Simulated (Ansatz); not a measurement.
AlN (F-43m) from a database of computed structures (r2SCAN geometry), in Ansatz:

```cif
data_structure
_symmetry_space_group_name_H-M 'F-43m'
_symmetry_Int_Tables_number 216
_cell_length_a 4.3698
_cell_length_b 4.3698
_cell_length_c 4.3698
_cell_angle_alpha 90.000
_cell_angle_beta 90.000
_cell_angle_gamma 90.000
_cell_volume 83.44
loop_
_atom_site_label
_atom_site_type_symbol
_atom_site_symmetry_multiplicity
_atom_site_Wyckoff_symbol
_atom_site_fract_x
_atom_site_fract_y
_atom_site_fract_z
_atom_site_occupancy
Al1 Al 4 a 0.00000 0.00000 0.00000 1
N1 N 4 c 0.25000 0.25000 0.25000 1
```

G0W0@PBE with 78 empty bands, a screening cutoff of 140 eV and a 6×6×6 mesh (PAW, contour deformation) gives 4.646 eV over the mesh points, from a PBE gap of 3.323 eV; it sums over 82 bands with 65 plane waves in the screening and a wave cutoff of 420 eV. G0W0 values are finite-basis, finite-mesh values. The values are computed, spin-unpolarised, and not measurements.

Task: Estimate the gap with empty bands 144, screening cutoff 210 eV.

Result: 4.793 eV (+0.147 eV), from a Kohn-Sham gap of 3.323 eV.

Task: Estimate the gap with mesh 8×8×8, empty bands 33, screening cutoff 80 eV.

Result: 4.398 eV (-0.248 eV), from a Kohn-Sham gap of 3.325 eV.

Task: Estimate the gap with frequency model Godby-Needs pole.

Result: 4.580 eV (-0.066 eV), from a Kohn-Sham gap of 3.323 eV.
